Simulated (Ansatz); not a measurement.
Crystal: Ge.

```xyz
2
Lattice="1.4881 -2.5947 0.0000 1.4881 2.5947 0.0000 0.0000 0.0000 4.7276" Properties=species:S:1:pos:R:3 pbc="T T T"
Ge    1.4881    0.8643    1.1819
Ge    1.4881   -0.8643    3.5457
```

This isn't the form of Ge at room conditions, which is diamond.

Base run:

| Item | Value |
| --- | --- |
| Program | Ansatz 0.2.0 |
| Functional | PBEsol |
| Potentials or basis | Ansatz PAW |
| Cutoff | 420 eV (not typed: the program's choice for these potentials) |
| k mesh | 7 × 7 × 5 |
| Occupations | fermi-dirac, width 0.05 eV |
| Spin | spin-orbit coupling, no magnetisation |

Its results: band gap on the k mesh none (metal or under the smearing width); pressure 0.4 GPa.

After a change of settings the same cell gave: band gap on the k mesh none (metal or under the smearing width); pressure -1.3 GPa. Which change was it?
A. k mesh from 7 × 7 × 5 to 10 × 10 × 6; spin from spin-orbit coupling, no magnetisation to no spin polarisation; potential files from those of the base run to others of the same set
B. functional from PBEsol to LDA
C. functional from PBEsol to PBE

B.

LDA binds more tightly than PBEsol, so the same cell stands under less pressure.

Caveats: the PAW data sets come from PBE, with cores solved anew for the run's functional, which leaves a small shift of forces and pressure.
